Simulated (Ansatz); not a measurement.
# Lower states of Co: further starts and searches, part 2 of 2

Aim: test whether Co has a self-consistent state below the best one that plain SCF starts reached, by the runs listed below. Co is taken in the deposited crystal structure (space group P6_3/mmc, primitive cell doubled), 4 atoms in the cell. Source: COD entry 9011615; the sample's temperature and pressure aren't taken into account.

Ansatz 0.2.0; DFT PBE, PAW, plane waves, scalar-relativistic. The steps go on from the part before.

### 4 The moments typed in its input, symmetry off, plain SCF

input.yaml

```yaml
crystal:
  lattice:
    - [-2.51900087, 0.0, 0.0]
    - [1.25950043, -2.18151875, -4.091]
    - [1.25950043, -2.18151875, 4.091]
  atoms:
    - { symbol: Co, position: [0.66666667, 0.54166667, 0.79166667], spin: 3.0 }
    - { symbol: Co, position: [0.66666667, 0.04166667, 0.29166667], spin: 3.0 }
    - { symbol: Co, position: [0.33333333, 0.95833333, 0.70833333], spin: 3.0 }
    - { symbol: Co, position: [0.33333333, 0.45833333, 0.20833333], spin: 3.0 }
  symmetry: { detect: false, time_reversal: true }
magnetization:
  spin_polarized: true
hamiltonian:
  xc: pbe
  pseudopotentials: { kind: paw }
basis:
  ecutwfc: 420
kpoints:
  mp_grid: { grid: [11, 6, 6] }
scf:
  occupations: { method: fermi_dirac, width: 0.1 }
  lower_state_search: "off"
output:
  forces: true
  stress: true
  write_density: true
  write_potential: true
  elf: true
  volumetric_format: npy
```

Command:

```console
$ ansatz run input.yaml --threads 2 --pin off --max-ram 5120MiB --backend cpu --events-out ev --progress --plain --runs-dir out
```

The log of the run:

```text
[... 11 lines as in an earlier run ...]
Symmetry: 1 space group operations
k-points: 200 of 396 (time reversal used)
[... 4 lines as in an earlier run ...]
Starting moments: Σ|m| = 12 μB on 4 of 4 sites
[... 2 lines as in an earlier run ...]
iter 1 solved again at ethr=8.65e-4 eV; its pass at ethr=3.10e-3 eV (dr2=5.88e-1 eV) is discarded
SCF iter   1: F=—  HF=-20503.703589 eV  |F-HF|=—  |Δ(HF+E_count)|=         —  Δρ=1.24e-1 (↑1.24e-1 ↓8.18e-2)  dr2=5.91e-1  dr2_m=4.28e0  M=7.587 μB ∫|m|=8.033 μB  β_m=0.30  ethr=8.65e-4  ⟨swp⟩=1.4  Hψ=88004  notcnv=0
Mixer restart at iter 1: flushing history
preconditioner: auto → Kerker (q_TF=auto, 2.923 Å⁻¹)  [metal: Δε(μ)=0.005 eV  Ē_g=10.613 eV  σ=0.100 eV  W_gap=0.01  n_scr=20 (ndim 8)  ℏωp=33.2 eV  f_vac=0.000  D(μ)=3.73/eV (n_scr^D=38)]
[... 1 line as in an earlier run ...]
spin-set hold released at iteration 1 (the charge has settled, or the pull on large starting moments outlasts its swing): the magnetisation degrees of freedom join the quasi-Newton model from the next iteration; the mixer history was flushed
SCF iter   2: F=—  HF=-20504.064119 eV  |F-HF|=—  |Δ(HF+E_count)|=   3.61e-1  Δρ=8.44e-2 (↑8.44e-2 ↓7.10e-2)  dr2=8.26e-2  dr2_m=2.48e0  M=7.358 μB ∫|m|=7.876 μB  β_m=0.65  ethr=8.65e-4  ⟨swp⟩=2.0  Hψ=24043  notcnv=0
SCF iter   3: F=—  HF=-20504.755203 eV  |F-HF|=—  |Δ(HF+E_count)|=   6.91e-1  Δρ=3.41e-2 (↑3.41e-2 ↓1.04e-2)  dr2=3.96e-1  dr2_m=6.70e-2  M=6.722 μB ∫|m|=7.432 μB  β_m=0.56  ethr=1.21e-4  ⟨swp⟩=2.2  Hψ=39281  notcnv=0  defer=406
SCF iter   4: F=—  HF=-20504.633460 eV  |F-HF|=—  |Δ(HF+E_count)|=   1.22e-1  Δρ=1.02e-2 (↑2.04e-3 ↓1.02e-2)  dr2=3.54e-2  dr2_m=8.16e-3  M=6.551 μB ∫|m|=7.286 μB  β_m=0.78  ethr=1.21e-4  ⟨swp⟩=2.0  Hψ=38621  notcnv=0  defer=1149
SCF iter   5: F=—  HF=-20504.628406 eV  |F-HF|=—  |Δ(HF+E_count)|=   5.05e-3  Δρ=1.27e-3 (↑1.27e-3 ↓1.27e-3)  dr2=1.41e-3  dr2_m=2.19e-4  M=6.520 μB ∫|m|=7.227 μB  β_m=0.81  ethr=5.21e-5  ⟨swp⟩=1.6  Hψ=23355  notcnv=0  defer=793
[... 6 lines left out ...]
SCF iter  12: F=—  HF=-20504.628930 eV  |F-HF|=—  |Δ(HF+E_count)|=   3.84e-8  Δρ=4.31e-5 (↑1.15e-5 ↓4.31e-5)  dr2=1.12e-6  dr2_m=1.06e-7  M=6.535 μB ∫|m|=7.226 μB  β_m=0.58  ethr=1.47e-10  ⟨swp⟩=11.2  Hψ=117146  notcnv=0  recentre
iter 13 met the thresholds in force, and the SCF goes on: an eigenvalue changes by 0.81 meV, over its tolerance of 0.50 meV (output.eigenvalues, Limitations)
SCF iter  13: F=-20504.628930 eV  HF=-20504.628930 eV  |F-HF|=7.26e-8  |Δ(HF+E_count)|=   4.11e-8  Δρ=1.18e-5 (↑4.18e-6 ↓1.18e-5)  dr2=8.46e-8  dr2_m=8.25e-9  M=6.535 μB ∫|m|=7.226 μB  β_m=0.53  ethr=1.47e-10  ⟨swp⟩=5.8  Hψ=101902  notcnv=0
SCF iter  14: F=-20504.628930 eV  HF=-20504.628930 eV  |F-HF|=8.20e-9  |Δ(HF+E_count)|=   2.17e-9  Δρ=4.27e-6 (↑1.13e-6 ↓4.27e-6)  dr2=1.02e-8  dr2_m=1.18e-9  M=6.535 μB ∫|m|=7.226 μB  ethr=1.24e-10  ⟨swp⟩=5.1  Hψ=91079  notcnv=0
SCF 1 converged in 14 iterations: F = -20504.628930 eV  dr2 = 1.02e-8
SCF converged after 14 iterations
an eigenvalue changed by more than its tolerance at an iteration that met the thresholds in force, so the SCF went on 1 time: the last check found none over its tolerance
Magnetization: 6.5349 μB (37.2675 up, 30.7325 down)
Absolute magnetization: 7.2283 μB (∫|ρ↑−ρ↓|, with the PAW one-centre terms)
Spin contamination: 0.1222 ħ² per cell (⟨S²⟩ above its minimum at these occupations)
Per-site moments (μB) at R_I (Å): [(1.712796799971455, 1.0353003857575092), (1.7127891625733822, 1.0353003857575092), (1.712811588481563, 1.0353003857575092), (1.71279163376828, 1.0353003857575092)]
Free energy (F): -20504.628930 eV
Harris-Foulkes:  -20504.628930 eV  (|F-HF|=8.20e-9)
Internal energy: -20504.498025 eV  (E = F + TS)
E sigma→0 (E₀):  -20504.563477 eV
Entropy (-TS):   -0.130905 eV (-32.726 meV/atom)
Fermi energy:    17.926405 eV
[... 31 lines left out: energy terms, forces, stress, bands ...]
```

It took 43 s on 2 threads of Intel Xeon 6975P-C (Granite Rapids), shared host; peak memory 0.83 GiB.

This is the state of step 1 again (ferromagnetic), after 14 iterations.

### 5 The moments typed in its input, standard search for lower states

input.yaml: that of step 4 with these lines changed.

```diff
@@ -10,3 +10,2 @@
     - { symbol: Co, position: [0.33333333, 0.45833333, 0.20833333], spin: 3.0 }
-  symmetry: { detect: false, time_reversal: true }
 magnetization:
@@ -22,3 +21,3 @@
   occupations: { method: fermi_dirac, width: 0.1 }
-  lower_state_search: "off"
+  lower_state_search: standard
 output:
```

Command:

```console
$ ansatz run input.yaml --threads 2 --pin off --max-ram 5120MiB --backend cpu --events-out ev --progress --plain --runs-dir out
```

The log of the run:

```text
[... 1 line as in an earlier run ...]
the run goes by scf.lower_state_search standard: where its kind and settings allow, a search for a lower-energy state can add stability tests and further SCF calculations, which can take several times, in some runs tens of times, as long as the SCF (see the manual's entry of the key); [...]
[... 17 lines as in an earlier run ...]
Starting moments: Σ|m| = 12 μB on 4 of 4 sites
[... 2 lines as in an earlier run ...]
SCF iter   1: F=—  HF=-20504.068093 eV  |F-HF|=—  |Δ(HF+E_count)|=         —  Δρ=1.75e-1 (↑1.75e-1 ↓6.48e-2)  dr2=4.42e0  dr2_m=5.45e0  M=7.344 μB ∫|m|=7.703 μB  β_m=0.30  ethr=3.10e-3  ⟨swp⟩=6.5  Hψ=38291  notcnv=0  defer=43
Mixer restart at iter 1: flushing history
preconditioner: auto → Kerker (q_TF=auto, 2.923 Å⁻¹)  [metal: Δε(μ)=0.009 eV  Ē_g=10.047 eV  σ=0.100 eV  W_gap=0.02  n_scr=20 (ndim 8)  ℏωp=33.2 eV  f_vac=0.000  D(μ)=3.56/eV (n_scr^D=38)]
[... 1 line as in an earlier run ...]
SCF iter   2: F=—  HF=-20502.430445 eV  |F-HF|=—  |Δ(HF+E_count)|=    1.64e0  Δρ=9.01e-2 (↑9.01e-2 ↓6.88e-2)  dr2=2.89e-1  dr2_m=2.57e0  M=7.284 μB ∫|m|=7.714 μB  β_m=0.48  ethr=3.10e-3  ⟨swp⟩=2.3  Hψ=18525  notcnv=0  defer=718
SCF iter   3: F=—  HF=-20504.046088 eV  |F-HF|=—  |Δ(HF+E_count)|=    1.62e0  Δρ=3.66e-2 (↑3.66e-2 ↓3.56e-2)  dr2=3.73e-3  dr2_m=5.36e-1  M=6.893 μB ∫|m|=7.466 μB  β_m=0.61  ethr=4.25e-4  ⟨swp⟩=2.0  Hψ=17932  notcnv=0  defer=718
SCF iter   4: F=—  HF=-20504.664540 eV  |F-HF|=—  |Δ(HF+E_count)|=   6.18e-1  Δρ=1.82e-2 (↑8.04e-3 ↓1.82e-2)  dr2=2.09e-1  dr2_m=1.32e-2  M=6.565 μB ∫|m|=7.249 μB  β_m=0.81  ethr=5.49e-6  ⟨swp⟩=2.0  Hψ=21484  notcnv=0  defer=718
SCF iter   5: F=—  HF=-20504.613939 eV  |F-HF|=—  |Δ(HF+E_count)|=   5.06e-2  Δρ=1.02e-2 (↑3.70e-3 ↓1.02e-2)  dr2=3.17e-2  dr2_m=6.19e-3  M=6.489 μB ∫|m|=7.184 μB  β_m=0.90  ethr=5.49e-6  ⟨swp⟩=3.0  Hψ=24097  notcnv=0  defer=725
[... 2 lines left out ...]
SCF iter   8: F=—  HF=-20504.628929 eV  |F-HF|=—  |Δ(HF+E_count)|=   4.33e-5  Δρ=8.72e-5 (↑8.72e-5 ↓4.62e-5)  dr2=3.16e-6  dr2_m=2.10e-7  M=6.535 μB ∫|m|=7.226 μB  β_m=0.99  ethr=2.01e-7  ⟨swp⟩=2.0  Hψ=19413  notcnv=0  defer=756
SCF iter   9: F=—  HF=-20504.628930 eV  |F-HF|=—  |Δ(HF+E_count)|=   3.86e-7  Δρ=7.53e-6 (↑4.67e-6 ↓7.53e-6)  dr2=2.01e-8  dr2_m=1.07e-8  M=6.535 μB ∫|m|=7.226 μB  β_m=0.99  ethr=4.65e-9  ⟨swp⟩=2.0  Hψ=19429  notcnv=0  defer=757
SCF iter  10: F=-20504.628930 eV  HF=-20504.628930 eV  |F-HF|=3.49e-10  |Δ(HF+E_count)|=   2.18e-9  Δρ=1.48e-6 (↑8.37e-7 ↓1.48e-6)  dr2=9.66e-10  dr2_m=1.44e-10  M=6.535 μB ∫|m|=7.226 μB  ethr=2.96e-11  ⟨swp⟩=9.3  Hψ=69024  notcnv=0
SCF 1 converged in 10 iterations: F = -20504.628930 eV  dr2 = 9.66e-10
SCF converged after 10 iterations
Magnetization: 6.5349 μB (37.2675 up, 30.7325 down)
Absolute magnetization: 7.2283 μB (∫|ρ↑−ρ↓|, with the PAW one-centre terms)
Spin contamination: 0.1222 ħ² per cell (⟨S²⟩ above its minimum at these occupations)
Per-site moments (μB) at R_I (Å): [(1.71280068681935, 1.0353003861025165), (1.7128006868193502, 1.0353003861025165), (1.71280068681935, 1.0353003861025165), (1.7128006868193497, 1.0353003861025165)]
Free energy (F): -20504.628930 eV
Harris-Foulkes:  -20504.628930 eV  (|F-HF|=3.49e-10)
Internal energy: -20504.498025 eV  (E = F + TS)
E sigma→0 (E₀):  -20504.563477 eV
Entropy (-TS):   -0.130905 eV (-32.726 meV/atom)
Fermi energy:    17.926402 eV
[... 31 lines left out: energy terms, forces, stress, bands ...]
```

Wall time 13 s (2 threads of Intel Xeon 6975P-C (Granite Rapids), shared host); peak memory 0.72 GiB.

The run ends in the same state as step 1 (ferromagnetic); it took 10 iterations.

### 6 Comparing the starts

| step | iterations | state | moments of Co1 Co2 Co3 Co4 (μB) | total (μB) | gap (eV) | pressure (GPa) | above lowest (meV/atom) |
| --- | --- | --- | --- | --- | --- | --- | --- |
| 1 | 10 | 1 | 1.71 1.71 1.71 1.71 | 6.53 | none | -6.6 | 0.0 |
| 2 | 10 | 1 | 1.71 1.71 1.71 1.71 | 6.53 | none | -6.6 | 0.0 |
| 3 | 27 | 1 | 1.71 1.71 1.71 1.71 | 6.53 | none | -6.6 | 0.0 |
| 4 | 14 | 1 | 1.71 1.71 1.71 1.71 | 6.53 | none | -6.6 | 0.0 |
| 5 | 10 | 1 | 1.71 1.71 1.71 1.71 | 6.53 | none | -6.6 | 0.0 |

States are numbered from the lowest. Starts by step: 2 parallel moments, default search for lower states; 3 opposed moments +--+, default search for lower states; 4 the moments typed in its input, symmetry off, plain SCF; 5 the moments typed in its input, standard search for lower states. Step 1 is the best of the earlier plain starts.

The 4 runs of this session took 4.6 min in all, from 13 s to 3.5 min each.

Decimal logarithm of the largest residual (eV) by iteration, counted through all cycles of a run:

| iteration | step 2 | step 3 | step 4 | step 5 |
| --- | --- | --- | --- | --- |
| 1 | 0.7 | 1.2 | 0.6 | 0.7 |
| 2 | 0.4 | 0.8 | 0.4 | 0.4 |
| 3 | -0.3 | 0.3 | -0.4 | -0.3 |
| 4 | -0.7 | -0.6 | -1.5 | -0.7 |
| 5 | -1.5 | -0.8 | -2.9 | -1.5 |
| 6 | -3.5 | -1.4 | -2.8 | -3.5 |
| 8 | -5.5 | -4.9 | -4.5 | -5.5 |
| 10 | -9.0 | -6.6 | -5.8 | -9.0 |
| 13 | - | -1.2 | -7.1 | - |
| 15 | - | -5.5 | - | - |
| 18 | - | -8.2 | - | - |
| 20 | - | -3.8 | - | - |
| 22 | - | -5.0 | - | - |
| 25 | - | -8.1 | - | - |
| 27 | - | -7.8 | - | - |

### 7 What came out

This closing draws on all 2 parts.

| quantity | value |
| --- | --- |
| distinct states | 1 from 5 converged runs, the best start of step 1 counted |
| lowest state | ferromagnetic |
| its moments | Co1 1.71, Co2 1.71, Co3 1.71, Co4 1.71 μB |
| total moment | 6.53 μB per cell |
| gap on the k-mesh | none |
| pressure | -6.6 GPa |
| largest force | 0.008 eV/Å |

In words: No run goes below the best plain start. Distinct end states: 1, from 5 converged runs. The search isn't exhaustive: larger magnetic cells and non-collinear orders weren't tried. The mesh has less symmetry than the lattice, which lowers the symmetry of the run.
